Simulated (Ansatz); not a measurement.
Crystal: TaSi2.

```xyz
9
Lattice="4.7800 0.0000 0.0000 -2.3900 4.1396 0.0000 0.0000 0.0000 6.5640" Properties=species:S:1:pos:R:3 pbc="T T T"
Ta   -1.1950    2.0698    1.0940
Ta    1.1950    2.0698    5.4700
Ta    2.3900    0.0000    3.2820
Si    1.1949    0.6899    1.0940
Si   -1.1951    3.4497    5.4700
Si    2.3900    2.7599    3.2820
Si    1.1951    3.4497    1.0940
Si    3.5851    0.6899    5.4700
Si    0.0000    1.3797    3.2820
```

| Item | Value |
| --- | --- |
| Program | Ansatz 0.2.0 |
| Task | relaxation of cell and atoms |
| Functional | PBEsol |
| Potentials or basis | Ansatz PAW |
| Cutoff | 420 eV (not typed: the program's choice for these potentials) |
| k mesh | 7 × 7 × 4 |
| Occupations | fermi-dirac, width 0.05 eV |
| Spin | no spin polarisation |

At the start: volume 14.43 Å³/atom.

Task: Where does the relaxation end?

Result: It ends after 6 steps and the volume is 14.29 Å³/atom (-1.0 %); space group P6_222 (No. 180, to 0.05 Å).

Step by step:
```tsv
step	energy change (eV)	largest force (eV/Å)	volume (Å³)
1	0.0000	0.7453	129.88
2	-0.1317	0.1768	128.09
3	-0.1446	0.0031	128.97
4	-0.1458	0.0017	128.70
5	-0.1459	0.0000	128.63
6	-0.1455	0.0000	128.63
```

Final structure:
```
Ta Si
1.0
     4.75656    0.00000    0.00000
    -2.37828    4.11930    0.00000
     0.00000    0.00000    6.56505
Ta Si
3 6
Direct
  0.00000 0.50000 0.16667
  0.50000 0.50000 0.83333
  0.50000 0.00000 0.50000
  0.31918 0.15959 0.16667
  0.15959 0.84041 0.83333
  0.84041 0.68082 0.50000
  0.68082 0.84041 0.16667
  0.84041 0.15959 0.83333
  0.15959 0.31918 0.50000
```

Caveat: the plane-wave basis is chosen anew once the cell has moved, so the energies of steps on either side of that aren't comparable; the PAW data sets come from PBE, with cores solved anew for the run's functional, which leaves a small shift of forces and pressure.
